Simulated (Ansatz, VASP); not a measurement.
## One calculation of TiCo, two programs

```
Ti Co
1.0
     2.98467    0.00000    0.00000
     0.00000    2.98467    0.00000
     0.00000    0.00000    2.98467
Ti Co
1 1
Direct
  0.00000 0.00000 0.00000
  0.50000 0.50000 0.50000
```

Alike in both runs: functional PBE; k mesh 14 × 14 × 14; occupations gaussian, width 0.2 eV; collinear spin.

Ansatz relaxed the structure, and its values are those at the end. VASP's run is a single point on that final structure, the one shown.

|  | VASP | Ansatz |
| --- | --- | --- |
| version | VASP 6.6.1 | Ansatz 0.2.0 |
| potentials or method | VASP PAW PBE potentials, release 64 (Ti_sv, Co) | scalar-relativistic, plane waves, PAW |
| plane-wave cutoff (eV) | 520 | 420 |
| valence electrons in the cell | 21 | 29 |

|  | VASP | Ansatz | Ansatz less VASP |
| --- | --- | --- | --- |
| gap on the k mesh at the Fermi level (eV) | none | none | - |
| pressure (GPa) | -0.6 | 0.0 | +0.62 |
| net moment per atom (μB) | 0.41 | 0.42 | +0.012 |
| size of the moment on the site where the two differ most (μB) | 0.90 | 0.94 | +0.045 |

Site moments also hang on the region over which each program counts them. A gap of «none» marks a metal or a gap that the smearing closes. The two sets of potentials don't hold the same shells in valence.
